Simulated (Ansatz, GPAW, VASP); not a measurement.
## ZnS: programs and potentials compared

```
CELL_PARAMETERS angstrom
0.00000 2.70200 2.70200
2.70200 0.00000 2.70200
2.70200 2.70200 0.00000
ATOMIC_POSITIONS crystal
Zn 0.75000 0.75000 0.75000
S 0.00000 0.00000 0.00000
```

Alike in all runs: task single point; functional PBE; k mesh 9 × 9 × 9; occupations gaussian, width 0.018 eV; no spin polarisation; no spin-orbit coupling. Pressure is positive in compression and, in plane waves, holds the error of the finite cutoff.

```tsv
program and potentials	plane-wave cutoff (eV)	notes	pressure (GPa)
Ansatz, all-electron LAPW, scalar-relativistic	-	-	1.61
VASP, PBE PAW files S, Zn, 520 eV	520	-	1.78
GPAW, GPAW PAW data sets (gpaw-data 1.2.1)	600	-	1.62
```

The pressure spans 1.61 (Ansatz, all-electron LAPW, scalar-relativistic) to 1.78 GPa (VASP, PBE PAW files S, Zn, 520 eV), with all-electron results at 1.61.

The functional is the same throughout but for its coding, so the spread measures potentials, basis and numerics; runs on potential files found faulty are left out.

All three runs give a positive pressure, so this zinc-blende cell is smaller than the one PBE would choose and would expand on relaxation. The cell lies close to the measured lattice constant of ZnS, and the sign fits the known tendency of PBE to underbind semiconductors: its gradient correction favours inhomogeneous densities and so softens the polar-covalent Zn–S bonds. Because the all-electron calculation shows the same compression, it belongs to the functional and is not an artefact of the PAW potentials.

GPAW at 1.62 GPa practically reproduces the LAPW value of 1.61 GPa, while VASP lies somewhat higher at 1.78 GPa. An incomplete plane-wave basis normally lowers the calculated pressure, so the VASP offset probably stems from the potentials, perhaps from their description of the Zn 3d shell and its overlap with S 3p. Agreement at a single volume doesn't establish equal bulk moduli, since differences in the slope of the pressure curve remain invisible here.
